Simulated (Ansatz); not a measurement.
Runs of Ansatz 0.2.0 on Ti. The structure is cubic, space group Fm-3m (No. 225). The conventional cell has a = 4.060 Å, b = 4.060 Å, c = 4.060 Å, α = 90.00°, β = 90.00°, γ = 90.00°. Ti (site symmetry m-3m) is surrounded by 12 Ti at 2.87 Å. This isn't the form of Ti at room conditions, which is hcp.

```tsv
task	level	cell	k mesh	cutoff (eV)	smearing	points for each segment of the path	mesh quality	gap on the mesh (eV)	pressure (GPa)	V0 of scaled cells (Å³/atom)	relaxed volume (Å³/atom)	B0 (GPa)
equation of state	HSE06	as given	6 × 6 × 6	420	fermi-dirac 0.05 eV	-	coarse	-	-	17.28	-	123
single point	r2SCAN0	as given	6 × 6 × 6	500	fermi-dirac 0.05 eV	-	coarse	none	-	-	-	-
electric field gradients	r2SCAN+D4	as given	11 × 11 × 11	500	methfessel-paxton 0.2 eV	-	not flagged	none	3.5	-	-	-
relaxation of cell and atoms	PBEsol+D3(BJ)	relaxed	11 × 11 × 11	420	fermi-dirac 0.05 eV	-	not flagged	none	0.0	-	15.78	-
single point	LDA	as given	11 × 11 × 11	420	gaussian 0.02 eV	-	not flagged	none	-5.3	-	-	-
relaxation of cell and atoms	B3LYP	relaxed	6 × 6 × 6	420	fermi-dirac 0.05 eV	-	coarse	none	-	-	(b)	-
relaxation of cell and atoms	LDA	relaxed	11 × 11 × 11	420	fermi-dirac 0.05 eV	-	not flagged	none	0.0	-	16.00	-
equation of state	LDA	as given	11 × 11 × 11	420	fermi-dirac 0.05 eV	-	not flagged	-	-	(a)	-	123
single point	B3LYP	as given	6 × 6 × 6	420	fermi-dirac 0.05 eV	-	coarse	none	-	-	-	-
band structure	HSEsol	as given	6 × 6 × 6	420	fermi-dirac 0.05 eV	4	coarse	none	-	-	-	-
relaxation of cell and atoms	BLYP	relaxed	11 × 11 × 11	420	fermi-dirac 0.05 eV	-	not flagged	none	0.0	-	17.74	-
band structure	BLYP	as given	11 × 11 × 11	420	fermi-dirac 0.05 eV	14	not flagged	none	6.6	-	-	-
```

Alike in all rows: potentials or basis Ansatz PAW; no spin polarisation.

Question: Fill in the values left out.

Answer: (a) 15.99; (b) 17.54.

Caveats: some runs use coarse meshes; the PAW data sets come from PBE, with cores solved anew for the run's functional, which leaves a small shift of forces and pressure; the plane-wave basis is chosen anew once the cell has moved, so the energies of steps on either side of that aren't comparable (some runs); the potentials were made for another functional, which shifts forces and pressure (some runs); pairwise dispersion overbinds metals, which lowers pressure and volume (some runs).

A k mesh can miss the band edges.

A gap of «none» marks a metal or a gap under the smearing width.

Not every run made on this cell is shown here.
